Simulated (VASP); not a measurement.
# NaCl: an input that fails (molecular dynamics with a thermostat)

NaCl, Pm-3m (no. 221), 12 atoms in the cell.

INCAR:
```
SYSTEM = NaCl
GGA      = PS             ! functional
PREC     = Normal         ! precision mode
ENCUT    = 260            ! plane-wave cutoff, eV
EDIFF    = 1E-5           ! SCF threshold, eV
NELMIN   = 4            
NELM     = 60             ! most SCF steps
ALGO     = Normal         ! electronic algorithm
LREAL    = Auto         
LASPH    = .TRUE.         ! aspherical terms in the spheres
ISMEAR   = 0              ! smearing method
SIGMA    = 0.05           ! smearing width, eV
ISYM     = 0            
LWAVE    = .FALSE.        ! write WAVECAR
LCHARG   = .FALSE.        ! write CHGCAR
IBRION   = 0              ! ionic algorithm
NSW      = 113            ! ionic steps
POTIM    = 2.0            ! step
TEBEG    = 800          
TEEND    = 800          
ISIF     = 2              ! what is computed and relaxed
RANDOM_SEED= 866252 0 0   
MDALGO   = 3            
LANGEVIN_GAMMA= 10           
KPAR     = 4             
```

KPOINTS:
```
k-points
0
Gamma
  3 3 1
```

POSCAR:
```
NaCl
1.0
    3.5021900000      0.0000000000      0.0000000000
    0.0000000000      3.5021900000      0.0000000000
    0.0000000000      0.0000000000     21.0131400000
Cl Na
6 6
Direct
    0.5000000000      0.5000000000      0.0833333333
    0.5000000000      0.5000000000      0.2500000000
    0.5000000000      0.5000000000      0.4166666667
    0.5000000000      0.5000000000      0.5833333333
    0.5000000000      0.5000000000      0.7500000000
    0.5000000000      0.5000000000      0.9166666667
    0.0000000000      0.0000000000      0.0000000000
    0.0000000000      0.0000000000      0.1666666667
    0.0000000000      0.0000000000      0.3333333333
    0.0000000000      0.0000000000      0.5000000000
    0.0000000000      0.0000000000      0.6666666667
    0.0000000000      0.0000000000      0.8333333333
```

Commands:
```
cat potpaw_PBE.64/Cl/POTCAR potpaw_PBE.64/Na/POTCAR > POTCAR
mpirun -np 4 vasp_std > vasp.out
```

VASP stops with:
```
Error reading item LANGEVIN_GAMMA from file INCAR. Error code was IERR= 5 ... . ---->  I REFUSE TO CONTINUE WITH THIS SICK JOB ... BYE!!! <----
```

Cause: wrong count of friction values.
